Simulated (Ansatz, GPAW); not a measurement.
Given: the input of a run of Ansatz 0.2.0 on Zn. This isn't the form of Zn at room conditions, which is hcp.

Contents of input.yaml:

```yaml
crystal:
  lattice:
    - [0.0, 1.964776, 1.964776]
    - [1.964776, 0.0, 1.964776]
    - [1.964776, 1.964776, 0.0]
  atoms:
    - { symbol: Zn, position: [0.0, 0.0, 0.0] }
kpoints:
  mp_grid: { grid: [12, 12, 12] }
scf:
  occupations: { method: gaussian, width: 0.1 }
hamiltonian:
  xc: pbesol
  pseudopotentials: { kind: all_electron, lapw: { basis_error: 0.001 } }
output:
  forces: true
  stress: true
  eigenvalues: true
```

Potentials or basis: all-electron LAPW, scalar-relativistic.

Launch:

```console
$ ansatz run input.yaml --threads 1 --pin off --max-ram 3072MiB --backend cpu --events-out ev --progress --plain --runs-dir out
```

Question: What does the same run look like in GPAW 26.7.0 (ASE script)? Potentials or basis there: PAW data sets generated for this functional, cutoff 600 eV.

Answer: As run (cutoffs and basis follow the program's own potentials, and thresholds, step limits or extra output files can differ):

The input run.py:

```python
from ase.dft.bandgap import bandgap
from ase.io import read, write
from ase.units import GPa
from gpaw import GPAW, PW, setup_paths

setup_paths.insert(0, '.')

atoms = read('Zn.xyz')

calc = GPAW(mode=PW(600),
            xc='PBEsol',
            kpts={'size': (12, 12, 12), 'gamma': True},
            occupations={'name': 'methfessel-paxton', 'order': 0, 'width': 0.1},
            nbands=13,
            convergence={'density': 1e-05, 'energy': 1e-05},
            maxiter=150,
            txt='gpaw.txt')
atoms.calc = calc
energy = atoms.get_potential_energy()
forces = atoms.get_forces()
stress = atoms.get_stress()
calc.write('gs.gpw')
write('result.traj', atoms)
print(f'Energy: {energy:.6f} eV')
print('Forces (eV/A):')
print(forces.round(4))
print('Stress (GPa):', (stress / GPa).round(3))
print('Fermi level:', round(calc.get_fermi_level(), 4), 'eV')
print(f'Gap: {bandgap(calc)[0]:.4f} eV, direct: {bandgap(calc, direct=True)[0]:.4f} eV')
```

File Zn.xyz:

```xyz
1
Lattice="0.0000000000 1.9647760000 1.9647760000 1.9647760000 0.0000000000 1.9647760000 1.9647760000 1.9647760000 0.0000000000" Properties=species:S:1:pos:R:3 pbc="T T T"
Zn     0.0000000000      0.0000000000      0.0000000000
```

Potentials or basis: PAW data sets generated in the run's folder for this functional, pw.

The run is started by

```bash
$ gpaw-setup -f PBEsol Zn
$ OMP_NUM_THREADS=1 python run.py
```

Both were run:

|  | Ansatz | GPAW |
| --- | --- | --- |
| Pressure | -5.2 GPa | -5.4 GPa |

Where Ansatz's input types no cutoff or centring, it takes its own default and a Γ-centred mesh.

Pressure is positive in compression.
